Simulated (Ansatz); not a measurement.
**Fe3Ge under changes of volume**

One of the cells (11.889 Å³/atom); the others are scaled copies at fixed shape and fractional positions:

```xyz
4
Lattice="0.0000 2.8756 2.8756 2.8756 0.0000 2.8756 2.8756 2.8756 0.0000" Properties=species:S:1:pos:R:3 pbc="T T T"
Ge    0.0000    0.0000    0.0000
Fe    4.3134    4.3134    4.3134
Fe    1.4378    1.4378    1.4378
Fe    2.8756    2.8756    2.8756
```

The cell comes from a database or a generator and needn't be the stable form of this composition.

```yaml
Program: Ansatz 0.2.0
Functional: PBEsol
Potentials_or_basis: Ansatz PAW
Cutoff: "420 eV (not typed: the program's choice for these potentials)"
k_mesh: 8 × 8 × 8
Occupations: fermi-dirac, width 0.05 eV
Spin: collinear spin, ferromagnetic start
Starting_moments: "[0.0, 3.0, 3.0, 3.0] μB"
```

```csv
volume (Å³/atom),energy over the lowest point (meV/atom),pressure (GPa),moment (μB per cell)
11.176,0.00,-0.4,5.05
11.414,4.44,-5.0,5.12
11.651,15.36,-8.6,5.27
11.889,30.39,-11.0,5.65
12.127,?,?,?
12.365,69.26,-15.6,6.13
12.602,93.97,-17.7,6.29
```

What does the run at 12.127 Å³/atom give?

Energy over the lowest point 47.91 meV/atom; pressure -13.3 GPa; moment 5.93 μB per cell.

Worked out: A Birch-Murnaghan fit of order 3 (a polynomial in V^(-2/3)) to the other rows has its minimum at 11.09 Å³/atom, just outside them, with B0 = V·E''(V) = 202 GPa and B' = 6.5. It gives 48.31 meV/atom at 12.127 Å³/atom, against the run's 47.91, and -dE/dV = -13.5 GPa, against -13.3. A parabola through the other rows of the moment, of slope 1.03 μB per Å³/atom there, gives 5.81 μB, against the run's 5.93.

Energies are extrapolated to zero smearing.

Caveats: the PAW data sets come from PBE, with cores solved anew for the run's functional, which leaves a small shift of forces and pressure.
